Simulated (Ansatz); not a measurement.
GeTe in space group R3m (No. 160; Ge on 3a, Te on 3a) at seven volumes, DFT-HSE06 in the program Ansatz with PAW potentials, shape and atoms relaxed at each. One row is withheld.

```tsv
V (Å³/atom)	P (GPa)
25.236	4.43
26.068	2.63
26.900	1.18
27.732	0.01
28.564	-0.90
29.396	?
30.228	-1.99
```

Question: Fit the shown pressures and predict the withheld one.

Answer: P = (3/2)B₀(x^(7/2) − x^(5/2))[1 + (3/4)(B′ − 4)(x − 1)] with x = (V₀/V)^(2/3). Least squares on the six rows gives V₀ = 27.749 Å³/atom, B₀ = 32.9 GPa, B′ = 7.65. At V = 29.396, x = 0.9623 and P = -1.52 GPa. The run itself gave -1.60 GPa.

The cell was relaxed with HSE06 under the symmetry of its start. Spin–orbit coupling is left out wherever it is not named.

Potentials: the later of the program's two PAW sets.
